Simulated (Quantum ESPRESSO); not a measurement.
## BAs in Quantum ESPRESSO: convergence with k mesh

BAs:

```xyz
2
Lattice="0.0000 2.3885 2.3885 2.3885 0.0000 2.3885 2.3885 2.3885 0.0000" Properties=species:S:1:pos:R:3 pbc="T T T"
As    3.5827    3.5827    3.5827
B     0.0000    0.0000    0.0000
```

* Program: Quantum ESPRESSO 7.5
* Task: single point
* Functional: PBE
* Potentials or basis: PseudoDojo 0.4.1 SR PBE standard
* Cutoff: 1143 eV
* Density cutoff: 4572 eV
* k mesh: 2 × 2 × 2
* Occupations: fermi-dirac, width 0.136 eV
* Spin: no spin polarisation

These are the settings of the first run; the series varies k mesh, with any setting tied to it.

Hardware: 1 thread of Intel(R) Xeon(R) Platinum 8488C (Sapphire Rapids), on a shared host.

| k mesh | energy less the tightest run, at zero smearing (meV/atom) | pressure (GPa) | gap on the mesh (eV) | SCF cycles | CPU time (s) | peak memory (GiB) |
| --- | --- | --- | --- | --- | --- | --- |
| 2 × 2 × 2 | 1445.42 | 14.57 | 1.317 | 9 | 2 | 0.05 |
| 3 × 3 × 3 | 319.15 | 5.08 | 1.259 | 9 | 2.5 | 0.05 |
| 4 × 4 × 4 | 89.15 | 3.34 | 1.438 | 9 | 4.7 | 0.05 |
| 6 × 6 × 6 | 9.55 | 2.78 | 1.292 | 9 | 8.4 | 0.06 |
| 8 × 8 × 8 | 1.29 | 2.74 | 1.209 | 9 | 12 | 0.06 |
| 9 × 9 × 9 | 0.50 | 2.74 | 1.247 | 9 | 15 | 0.07 |
| 10 × 10 × 10 | 0.20 | 2.74 | 1.196 | 9 | 20 | 0.07 |
| 12 × 12 × 12 | 0.03 | 2.75 | 1.204 | 9 | 30 | 0.09 |
| 14 × 14 × 14 | 0.00 | 2.75 | 1.218 | 9 | 46 | 0.11 |

Against the tightest run, the energy stays within 1 meV/atom from 9 × 9 × 9 on; the pressure stays within 0.1 GPa from 6 × 6 × 6 on. Not settled before the last step: the gap on the mesh (to 0.01 eV). Meshes of other sizes hit other points, so gaps and Fermi surfaces needn't settle smoothly. The tightest run that finished is the yardstick and may itself not be fully converged.
